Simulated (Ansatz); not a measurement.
# Be3C: before and after

Level of theory: DFT PBE, scalar-relativistic, plane waves, PAW in Ansatz. All cells share a 420 eV cutoff and Γ-centred k meshes spaced at most 0.3 Å⁻¹ (0.19 for metals, 2π included).

The start was the ReO3 type (Pm-3m, No. 221), relaxed within its symmetry. A cell of 8 atoms (2 times the primitive one) was then disturbed at random, relaxed without symmetry and relaxed once more on a fine mesh. For metals, differences of a few meV/atom aren't resolved.

Before:

```cif
data_structure
_symmetry_space_group_name_H-M 'Pm-3m'
_symmetry_Int_Tables_number 221
_cell_length_a 3.4090
_cell_length_b 3.4090
_cell_length_c 3.4090
_cell_angle_alpha 90.000
_cell_angle_beta 90.000
_cell_angle_gamma 90.000
_cell_volume 39.62
loop_
_atom_site_label
_atom_site_type_symbol
_atom_site_symmetry_multiplicity
_atom_site_Wyckoff_symbol
_atom_site_fract_x
_atom_site_fract_y
_atom_site_fract_z
_atom_site_occupancy
Be1 Be 3 d 0.50000 0.00000 0.00000 1
C1 C 1 a 0.00000 0.00000 0.00000 1
```

After:

```
Be C
1.0
     3.34010    0.00000    0.00000
     0.00000    3.34010    0.00000
     0.00000    0.00000    6.99485
Be C
6 2
Direct
  0.50000 0.00000 0.17475
  0.50000 0.00000 0.82525
  0.00000 0.50000 0.32525
  0.00000 0.50000 0.67475
  0.00000 0.00000 0.00000
  0.00000 0.00000 0.50000
  0.00000 0.00000 0.75000
  0.00000 0.00000 0.25000
```

Problem. Is this a distortion of the same structure or a reconstruction, and what lowers the energy?

Solution. A distortion: the Be–C network is kept, and Pm-3m (No. 221) becomes P4_2/mmc (No. 131). Be–Be bonds form, at 2.07 Å where the closest pair was 2.41 Å apart.

Problem. What does it gain?

Solution. 112 meV/atom, with the volume going from 9.90 to 9.75 Å³/atom. Against the elements the energy goes from 0.34 to 0.23 eV/atom, so the compound stays hypothetical.

Cost: 4 runs of about 1.9 core-minutes in all, on Intel Xeon 6975P-C (Granite Rapids) (shared hosts).